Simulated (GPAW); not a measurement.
# GaCuSe2 (I-42d) in GPAW: notebook

The runs below take GaCuSe2 through optical spectrum, with PBE.

Program: GPAW 26.7.0. These are calculated values, not measurements. Logs are shortened: lines on timing, memory, paths and dates and some standing lists are left out, and cuts for length are marked. The log counts tension as positive stress, the text compression.

**Measured values to compare with.**

From “Growth and anisotropy of transport properties of CuGaSe2 single crystals”, 2018, pmc:6251020, for a bulk crystal of GaCuSe2: band gap 1.7 eV; band gap 1.72 eV.

The runs below are set against these values where they give the same quantity.

## (1) The structure

The structure is tetragonal, space group I-42d (No. 122). The conventional cell has a = 5.619 Å, b = 5.619 Å, c = 11.026 Å, α = 90.00°, β = 90.00°, γ = 90.00°. Around Se (site symmetry 2) lie 2 Ga at 2.42 Å and 2 Cu at 2.42 Å. Around Ga (site symmetry -4) lie 4 Se at 2.42 Å. Cu (site symmetry -4) is surrounded by 4 Se at 2.42 Å.

## (2) Optical spectrum, PBE

Input file run.py:

```python
from ase import Atoms
from ase.dft.bandgap import bandgap
from ase.io import write
from gpaw import GPAW, PW
from gpaw.response.df import DielectricFunction

atoms = Atoms(['Se', 'Se', 'Se', 'Se', 'Ga', 'Ga', 'Cu', 'Cu'],
              cell=[[-2.80955, 2.80955, 5.513],
                    [2.80955, -2.80955, 5.513],
                    [2.80955, 2.80955, -5.513]],
              scaled_positions=[[0.12562, 0.625, 0.00062],
                                [0.875, 0.87438, 0.49938],
                                [0.62438, 0.125, 0.99938],
                                [0.375, 0.37562, 0.50062],
                                [0.25, 0.75, 0.5],
                                [0.5, 0.5, 0.0],
                                [0.75, 0.25, 0.5],
                                [0.0, 0.0, 0.0]],
              pbc=True)

calc = GPAW(mode=PW(400),
            xc='PBE',
            kpts={'size': (6, 6, 6), 'gamma': True},
            occupations={'name': 'fermi-dirac', 'width': 0.001},
            nbands=48,
            convergence={'density': 1e-06},
            maxiter=150,
            txt='gpaw.txt')
atoms.calc = calc
energy = atoms.get_potential_energy()
calc.write('gs.gpw')
write('result.traj', atoms)
print(f'Energy: {energy:.6f} eV')
print('Fermi level:', round(calc.get_fermi_level(), 4), 'eV')
print(f'Gap: {bandgap(calc)[0]:.4f} eV, direct: {bandgap(calc, direct=True)[0]:.4f} eV')

dense = calc.fixed_density(kpts={'size': (4, 4, 4), 'gamma': True},
                           nbands=96, convergence={'bands': 90, 'eigenstates': 1e-7},
                           update_fermi_level=True, txt='dense.txt')
dense.write('dense.gpw', mode='all')

df = DielectricFunction('dense.gpw', frequencies={'type': 'nonlinear', 'domega0': 0.05, 'omega2': 10},
                        eta=0.1, ecut=50, nbands=90, intraband=False, txt='df.txt')
for direction in ['x', 'z']:
    df.get_dielectric_function(xc='RPA', direction=direction, filename=f'df_{direction}.csv')
    e0, e = df.get_macroscopic_dielectric_constant(xc='RPA', direction=direction)
    print(f'{direction}: static eps {e0:.4f} without, {e:.4f} with local fields')
```

Potentials or basis: GPAW PAW data sets (gpaw-data 1.2.1), pw.

Started as:

```
$ OMP_NUM_THREADS=1 python run.py
```

gpaw.txt:

```text
__  _  _
 | _ |_)|_||  |
 |__||  | ||/\| - 26.7.0

Input parameters:
  mode=PW(ecut=400.0),
  convergence={'density': 1e-06},
  kpts=MonkhorstPack(size=(6, 6, 6), gamma=True),
  maxiter=150,
  nbands=48,
  occupations=Occupations(name='fermi-dirac', width=0.001),
  xc=XC(name='PBE')

Diagonalizing LCAO Hamiltonian
Converting LCAO to pw mode

            Se

        Ga

          Cu
           Se  Ga
             Se

              Se
        Cu

Atoms  # Å, Bohr magnetons
|   | symbol |         x |         y |         z |    initial magnetic moments |
|---|--------|-----------|-----------|-----------|-----------------------------|
| 0 |     Se |  1.404775 | -1.401291 |  4.134750 | ( 0.0000,  0.0000,  0.0000) |
| 1 |     Se |  1.401291 |  1.404775 |  6.891250 | ( 0.0000,  0.0000,  0.0000) |
| 2 |     Se |  1.404775 |  4.210841 | -1.378250 | ( 0.0000,  0.0000,  0.0000) |
| 3 |     Se |  1.408259 |  1.404775 |  1.378250 | ( 0.0000,  0.0000,  0.0000) |
| 4 |     Ga |  2.809550 |  0.000000 |  2.756500 | ( 0.0000,  0.0000,  0.0000) |
| 5 |     Ga |  0.000000 |  0.000000 |  5.513000 | ( 0.0000,  0.0000,  0.0000) |
| 6 |     Cu | -0.000000 |  2.809550 |  2.756500 | ( 0.0000,  0.0000,  0.0000) |
| 7 |     Cu |  0.000000 |  0.000000 |  0.000000 | ( 0.0000,  0.0000,  0.0000) |

Unit cell  # Å
| periodic |         x |         y |         z |  lengths |     angles |
|----------|-----------|-----------|-----------|----------|------------|
|      yes | -2.809550 |  2.809550 |  5.513000 | 6.795610 | 131.158269 |
|      yes |  2.809550 | -2.809550 |  5.513000 | 6.795610 | 131.158269 |
|      yes |  2.809550 |  2.809550 | -5.513000 | 6.795610 |  71.561743 |

Number of symmetries: 4
Symmetry operations  # r_c * U_cc + t_c -> r_c
|   | kind |            matrix            |
|---|------|------------------------------|
| 0 |  E   |  1, 0, 0,  0, 1, 0,  0, 0, 1 |
| 1 |  C2  |  0, 1, 0,  1, 0, 0, -1,-1,-1 |
| 2 |  S4  |  0, 0, 1, -1,-1,-1,  0, 1, 0 |
| 3 |  S4  | -1,-1,-1,  0, 0, 1,  1, 0, 0 |

BZ-sampling:
  Number of BZ points: 216
  Number of IBZ points: 36

  Monkhorst-Pack size: [6, 6, 6]
  Monkhorst-Pack shift: [0.08333333333333333, 0.08333333333333333, 0.08333333333333333]

K-points  # in reciprocal-cell coordinates
|     |                                coordinates |     weight |
|-----|--------------------------------------------|------------|
|   0 | (  0.00000000,   0.00000000,   0.00000000) | 0.00462963 |
|   1 | (  0.16666667,  -0.16666667,   0.00000000) | 0.01851852 |
|   2 | (  0.16666667,  -0.16666667,   0.16666667) | 0.01851852 |
|   3 | (  0.16666667,   0.00000000,   0.00000000) | 0.03703704 |
|   4 | (  0.16666667,   0.16666667,  -0.16666667) | 0.00925926 |
|   5 | (  0.33333333,  -0.33333333,  -0.16666667) | 0.01851852 |
|   6 | (  0.33333333,  -0.33333333,   0.00000000) | 0.01851852 |
|   7 | (  0.33333333,  -0.33333333,   0.16666667) | 0.01851852 |
|   8 | (  0.33333333,  -0.33333333,   0.33333333) | 0.01851852 |
|   9 | (  0.33333333,  -0.16666667,  -0.16666667) | 0.03703704 |
| ... |                                            |            |
|  35 | (  0.50000000,   0.50000000,   0.50000000) | 0.00462963 |

Plane wave coefficients: 3185
Cutoff: 400.0 eV

Spin-components: 1 (collinear spins)
Bands:           48
Projectors:      42
Spin-degeneracy: 2
Datatype:        complex128

Parallelization:
  kpt:    1
  domain: 1
  band:   1

Density:
  Valence electrons: 52.0
  Components: 1
  Grid points: [32 32 32]
  Charge: 0.0  # |e|

Potential:
  Grid points: [32 32 32]

species:
  Se:
    name:    Selenium
    Z:       34.0
    valence: 6
    core:    28
    charge:  0.0  # [|e|]
    compensation charges:
      type: gauss
      rc: 0.27  # [Å]
      lmax: 2
    cutoffs:
      filter: 1.77  # [Å]
      core: 2.67  # [Å]
    projectors
    | kind |    occ | energy [eV] | rcut [Å] |
    |------|--------|-------------|----------|
    |   4s |  2.000 |     -17.277 |    0.847 |
    |   4p |  4.000 |      -6.512 |    1.005 |
    |    s |        |       9.935 |    0.847 |
    |    p |        |      20.699 |    1.005 |
    |    d |        |       0.000 |    0.847 |

    Using partial waves for Se as LCAO basis

  Ga:
    name:    Gallium
    Z:       31.0
    valence: 3
    core:    28
    charge:  0.0  # [|e|]
    compensation charges:
      type: gauss
      rc: 0.37  # [Å]
      lmax: 2
    cutoffs:
      filter: 2.06  # [Å]
      core: 4.17  # [Å]
    projectors
    | kind |    occ | energy [eV] | rcut [Å] |
    |------|--------|-------------|----------|
    |   4s |  2.000 |      -8.945 |    1.164 |
    |   4p |  1.000 |      -2.580 |    1.164 |
    |    s |        |      18.266 |    1.164 |
    |    p |        |      24.631 |    1.164 |
    |    d |        |       0.000 |    1.164 |

    Using partial waves for Ga as LCAO basis

  Cu:
    name:    Copper
    Z:       29.0
    valence: 11
    core:    18
    charge:  0.0  # [|e|]
    compensation charges:
      type: gauss
      rc: 0.33  # [Å]
      lmax: 2
    cutoffs:
      filter: 2.06  # [Å]
      core: 2.43  # [Å]
    projectors
    | kind |    occ | energy [eV] | rcut [Å] |
    |------|--------|-------------|----------|
    |   4s |  1.000 |      -4.609 |    1.164 |
    |   4p |  0.000 |      -0.698 |    1.164 |
    |   3d | 10.000 |      -5.039 |    1.058 |
    |    s |        |      22.603 |    1.164 |
    |    p |        |      26.513 |    1.164 |
    |    d |        |      22.172 |    1.058 |

    Using partial waves for Cu as LCAO basis

Reference energy: -460226.375262  # eV

eigensolver:
  PPCG
  Converge bands: occupied
  niter=2

density mixing:
  MSR1-Mixer
  Pratt-step length: 0.05
  Maximum mixing coefficient: 0.75
  Old densities: 10
  SVD Regularization: 0.005
  Good broyden scale: 1.0
  Trust region scale: 1.0
  Backstep threshold: 4.0
  History deletion threshold: 6.0
  Fourier metric: weight=20.0, sigma=0.015

occupation numbers:
  Fermi-Dirac:
    width: 0.0010  # eV

poisson solver:
  ecut: 3200.0  # eV

xc functional:
  name: PBE with 2 nearest neighbor stencil

convergence criteria:
- Maximum integral of absolute [dens]ity change: 1e-06 electrons / valence electron
- Maximum [total energy] change in last 3 cyles: 0.0005 eV / valence electron
- Maximum integral of absolute [eigenst]ate change: 4e-08 eV^2 / valence electron
maximum number of iterations: 150

SCF iterations
|iter     | |      energy | eigst |  dens |
|---------|-|-------------|-------|-------|
|iter:   1| |  -31.871425 | +0.30 |       |
|iter:   2| |  -31.357643 | -1.73 | -1.07 |
|iter:   3| |  -30.640380 | -1.49 | -1.12 |
|iter:   4| |  -30.597461 | -2.65 | -1.43 |
|iter:   5| |  -30.579316 | -3.08 | -1.62 |
|iter:   6| |  -30.578987c| -3.92 | -2.03 |
|iter:   7| |  -30.579261c| -4.42 | -2.85 |
|iter:   8| |  -30.578918c| -4.88 | -3.09 |
|iter:   9| |  -30.578937c| -6.34 | -3.35 |
|iter:  10| |  -30.578944c| -6.81 | -3.74 |
|iter:  11| |  -30.578944c| -7.96c| -4.54 |
|iter:  12| |  -30.578944c| -8.24c| -4.97 |
|iter:  13| |  -30.578944c| -8.87c| -5.78 |
|iter:  14| |  -30.578944c| -9.04c| -6.07c|

Converged in 14 steps
Energy contributions relative to reference atoms: (reference = -460226.375262)

Energy contributions:
  Kinetic:          52.802471
  Coulomb:         -50.031066
  Zero:              0.194427
  External:          0.000000
  Xc:              -33.544776
  Entropy:          -0.000000
  Spinorbit:         0.000000
  ----------------------------
  Free energy:     -30.578944
  Extrapolated:    -30.578944

dipole moment: (-12.695175, -13.691312, 2.225335)  # |e|*Ang

Fermi level: 5.466
Eigenvalues  # (at kpt = [0.000, 0.000, 0.000])
| band index |      eig [eV] | occ [0-2] |
|------------|---------------|-----------|
|          0 |        -9.248 |     2.000 |
|        ... |               |           |
|         18 |         3.428 |     2.000 |
|         19 |         3.700 |     2.000 |
|         20 |         3.745 |     2.000 |
|         21 |         3.745 |     2.000 |
|         22 |         3.849 |     2.000 |
|         23 |         5.245 |     2.000 |
[... 8 lines left out ...]
|         32 |        10.166 |     0.000 |
|         33 |        10.214 |     0.000 |
|        ... |               |           |
|         47 |        16.196 |     0.000 |

Gap: 0.261 eV
Transition (v -> c):
  (s=0, k=0, n=25, [0.00, 0.00, 0.00]) -> (s=0, k=0, n=26, [0.00, 0.00, 0.00])
No difference between direct/indirect transitions
# Writing to gs.gpw (mode='')
```

df.txt:

```text
NonLinearFrequencyDescriptor(from 0.000 to 39.611 eV, 301 points)
NonLinearFrequencyDescriptor(from 0.000 to 39.611 eV, 301 points)

Calculating chi0 body with:
    Ground state adapter containing:
    Number of spins: 1
    Number of kpoints: 64
    Number of irreducible kpoints: 14
    Number of completely occupied states: 26
    Number of partially occupied states: 26

    Linear response parametrization:
    q_c: [0.0, 0.0, 0.0]
    Number of frequency points: 301
    Planewave cutoff: 50.0
    Number of bands: 90
    Number of planewaves: 131
    Broadening (eta): 0.1

Integrating chi0 body.

Symmetries of q_c:
    Direct symmetries (Uq -> q): 4
    Indirect symmetries (TUq -> q): 4
In total 8 allowed symmetries.

Integral kind: spectral function

Calculating chi0 optical extensions with:
    Ground state adapter containing:
    Number of spins: 1
    Number of kpoints: 64
    Number of irreducible kpoints: 14
    Number of completely occupied states: 26
    Number of partially occupied states: 26

    Linear response parametrization:
    Number of frequency points: 301
    Planewave cutoff: 50.0
    Number of bands: 90
    Number of planewaves: 131
    Broadening (eta): 0.1
Integrating chi0 head and wings.

Symmetries of q_c:
    Direct symmetries (Uq -> q): 4
    Indirect symmetries (TUq -> q): 4
In total 8 allowed symmetries.

Integral kind: spectral function wings

Finished calculating chi0
```

Run time: 5.2 min. Hardware: 1 thread of Arm Neoverse V1, shared host; peak memory 0.82 GiB.

Results:

* Free energy: -30.5789 eV
* Band gap on the k mesh: 0.26 eV, direct

Dielectric function (mean over the directions given):
| energy (eV) | real part | imaginary part |
| --- | --- | --- |
| 0.25 | 43.70 | 48.64 |
| 0.67 | -3.85 | 6.28 |
| 1.15 | 7.29 | 1.30 |
| 1.66 | 15.09 | 5.79 |
| 2.18 | 5.78 | 5.28 |
| 2.66 | 5.73 | 5.07 |
| 3.17 | 6.45 | 6.33 |
| 3.56 | 5.23 | 6.76 |
| 4.03 | 4.01 | 7.43 |
| 4.51 | 4.25 | 7.81 |
| 5.01 | 2.14 | 6.42 |
| 5.53 | 3.29 | 7.51 |
| 6.07 | 0.13 | 6.65 |
| 6.55 | 0.02 | 6.62 |
| 6.87 | -0.87 | 6.25 |
| 7.38 | -1.45 | 5.64 |
| 7.90 | -1.35 | 4.38 |
| 8.43 | -1.80 | 3.89 |
| 8.89 | -1.48 | 2.99 |
| 9.47 | -0.85 | 2.97 |
| 9.76 | -1.56 | 2.73 |
| 10.26 | -1.47 | 2.33 |
| 10.78 | -1.18 | 1.93 |
| 11.31 | -1.23 | 1.44 |
| 11.85 | -0.65 | 1.21 |
| 12.30 | -0.75 | 1.23 |
| 12.77 | -0.65 | 1.04 |
| 13.24 | -0.50 | 0.97 |
| 13.72 | -0.52 | 0.81 |
| 14.22 | -0.33 | 0.70 |
| 14.73 | -0.27 | 0.62 |
| 15.26 | -0.08 | 0.55 |
| 15.80 | -0.02 | 0.62 |
| 16.21 | 0.01 | 0.55 |
| 16.78 | 0.06 | 0.50 |
| 17.36 | 0.08 | 0.46 |
| 17.96 | 0.17 | 0.40 |
| 18.58 | 0.24 | 0.36 |
| 19.22 | 0.28 | 0.38 |
| 19.87 | 0.28 | 0.38 |

Caveat: the k mesh is coarse; with so narrow a direct gap the onset needs a denser k mesh; the long-wavelength limit can be off by several per cent where d states take part; spectra need much finer meshes, so this one isn't converged; independent-particle spectra lack excitons.

## (3) Optical spectrum, PBE

Edit run.py of step 2 so:

```diff
@@ -42,3 +42,3 @@
 df = DielectricFunction('dense.gpw', frequencies={'type': 'nonlinear', 'domega0': 0.05, 'omega2': 10},
-                        eta=0.1, ecut=50, nbands=90, intraband=False, txt='df.txt')
+                        eta=0.1, ecut=50, nbands=90, eshift=0.5, intraband=False, txt='df.txt')
 for direction in ['x', 'z']:
```

Potentials or basis: GPAW PAW data sets (gpaw-data 1.2.1), pw.

Started as:

```
$ OMP_NUM_THREADS=1 python run.py
```

gpaw.txt:

```text
__  _  _
 | _ |_)|_||  |
 |__||  | ||/\| - 26.7.0

Input parameters:
  mode=PW(ecut=400.0),
  convergence={'density': 1e-06},
  kpts=MonkhorstPack(size=(6, 6, 6), gamma=True),
  maxiter=150,
  nbands=48,
  occupations=Occupations(name='fermi-dirac', width=0.001),
  xc=XC(name='PBE')

Diagonalizing LCAO Hamiltonian
Converting LCAO to pw mode

            Se

        Ga

          Cu
           Se  Ga
             Se

              Se
        Cu

Atoms  # Å, Bohr magnetons
|   | symbol |         x |         y |         z |    initial magnetic moments |
|---|--------|-----------|-----------|-----------|-----------------------------|
| 0 |     Se |  1.404775 | -1.401291 |  4.134750 | ( 0.0000,  0.0000,  0.0000) |
[... 183 lines left out ...]
|iter:   2| |  -31.357643 | -1.73 | -1.07 |
|iter:   3| |  -30.640380 | -1.49 | -1.12 |
|iter:   4| |  -30.597461 | -2.65 | -1.43 |
|iter:   5| |  -30.579316 | -3.08 | -1.62 |
|iter:   6| |  -30.578987c| -3.92 | -2.03 |
|iter:   7| |  -30.579261c| -4.42 | -2.85 |
|iter:   8| |  -30.578918c| -4.88 | -3.09 |
|iter:   9| |  -30.578937c| -6.34 | -3.35 |
|iter:  10| |  -30.578944c| -6.81 | -3.74 |
|iter:  11| |  -30.578944c| -7.96c| -4.54 |
|iter:  12| |  -30.578944c| -8.24c| -4.97 |
|iter:  13| |  -30.578944c| -8.87c| -5.78 |
|iter:  14| |  -30.578944c| -9.04c| -6.07c|

Converged in 14 steps
Energy contributions relative to reference atoms: (reference = -460226.375262)

Energy contributions:
  Kinetic:          52.802471
  Coulomb:         -50.031066
  Zero:              0.194427
  External:          0.000000
  Xc:              -33.544776
  Entropy:          -0.000000
  Spinorbit:         0.000000
  ----------------------------
  Free energy:     -30.578944
  Extrapolated:    -30.578944

dipole moment: (-12.695175, -13.691312, 2.225335)  # |e|*Ang

Fermi level: 5.466
Eigenvalues  # (at kpt = [0.000, 0.000, 0.000])
| band index |      eig [eV] | occ [0-2] |
|------------|---------------|-----------|
|          0 |        -9.248 |     2.000 |
|        ... |               |           |
|         18 |         3.428 |     2.000 |
|         19 |         3.700 |     2.000 |
|         20 |         3.745 |     2.000 |
|         21 |         3.745 |     2.000 |
|         22 |         3.849 |     2.000 |
|         23 |         5.245 |     2.000 |
[... 8 lines left out ...]
|         32 |        10.166 |     0.000 |
|         33 |        10.214 |     0.000 |
|        ... |               |           |
|         47 |        16.196 |     0.000 |

Gap: 0.261 eV
Transition (v -> c):
  (s=0, k=0, n=25, [0.00, 0.00, 0.00]) -> (s=0, k=0, n=26, [0.00, 0.00, 0.00])
No difference between direct/indirect transitions
# Writing to gs.gpw (mode='')
```

stdout:

```text
Energy: -30.578944 eV
Fermi level: 5.466 eV
Gap: 0.2611 eV, direct: 0.2611 eV
x: static eps 21.9165 without, 21.1922 with local fields
z: static eps 40.1902 without, 39.6338 with local fields
```

df.txt:

```text
NonLinearFrequencyDescriptor(from 0.000 to 39.611 eV, 301 points)
NonLinearFrequencyDescriptor(from 0.000 to 39.611 eV, 301 points)

Calculating chi0 body with:
    Ground state adapter containing:
    Number of spins: 1
    Number of kpoints: 64
    Number of irreducible kpoints: 14
    Number of completely occupied states: 26
    Number of partially occupied states: 26

    Linear response parametrization:
    q_c: [0.0, 0.0, 0.0]
    Number of frequency points: 301
    Planewave cutoff: 50.0
    Number of bands: 90
    Number of planewaves: 131
    Broadening (eta): 0.1

Integrating chi0 body.

Symmetries of q_c:
    Direct symmetries (Uq -> q): 4
    Indirect symmetries (TUq -> q): 4
In total 8 allowed symmetries.

Integral kind: spectral function

Calculating chi0 optical extensions with:
    Ground state adapter containing:
    Number of spins: 1
    Number of kpoints: 64
    Number of irreducible kpoints: 14
    Number of completely occupied states: 26
    Number of partially occupied states: 26

    Linear response parametrization:
    Number of frequency points: 301
    Planewave cutoff: 50.0
    Number of bands: 90
    Number of planewaves: 131
    Broadening (eta): 0.1
Integrating chi0 head and wings.

Symmetries of q_c:
    Direct symmetries (Uq -> q): 4
    Indirect symmetries (TUq -> q): 4
In total 8 allowed symmetries.

Integral kind: spectral function wings

Finished calculating chi0
```

It took 5.2 min on 1 thread of Arm Neoverse V1, shared host; peak memory 0.82 GiB.

What came out:

```yaml
Free_energy: -30.5789 eV
Band_gap_on_the_k_mesh: 0.26 eV, direct
```

Dielectric function (mean over the directions given):
| energy (eV) | real part | imaginary part |
| --- | --- | --- |
| 0.25 | 29.23 | 1.78 |
| 0.88 | -2.60 | 52.83 |
| 1.54 | 2.88 | 1.81 |
| 2.18 | 13.53 | 7.06 |
| 2.79 | 5.84 | 5.79 |
| 3.43 | 5.09 | 5.93 |
| 4.16 | 5.00 | 6.30 |
| 4.79 | 4.33 | 6.72 |
| 5.38 | 2.11 | 7.82 |
| 6.07 | 2.92 | 7.76 |
| 6.63 | 0.22 | 6.57 |
| 7.29 | -0.91 | 6.74 |
| 8.07 | -1.85 | 4.71 |
| 8.71 | -1.50 | 4.11 |
| 9.27 | -1.78 | 3.17 |
| 9.96 | -1.00 | 2.96 |
| 10.57 | -1.43 | 2.53 |
| 11.20 | -1.32 | 1.88 |
| 11.96 | -1.20 | 1.22 |
| 12.53 | -0.78 | 1.30 |
| 13.24 | -0.76 | 1.07 |
| 13.85 | -0.63 | 0.97 |
| 14.48 | -0.47 | 0.73 |
| 15.13 | -0.36 | 0.65 |
| 15.94 | -0.10 | 0.55 |
| 16.64 | -0.07 | 0.55 |
| 17.36 | 0.01 | 0.51 |
| 18.12 | 0.04 | 0.42 |
| 18.90 | 0.14 | 0.37 |
| 19.87 | 0.23 | 0.37 |

Caveat: the k mesh is coarse; with so narrow a direct gap the onset needs a denser k mesh; the long-wavelength limit can be off by several per cent where d states take part; spectra need much finer meshes, so this one isn't converged; independent-particle spectra lack excitons.

(Part 1 of 3 ends here.)
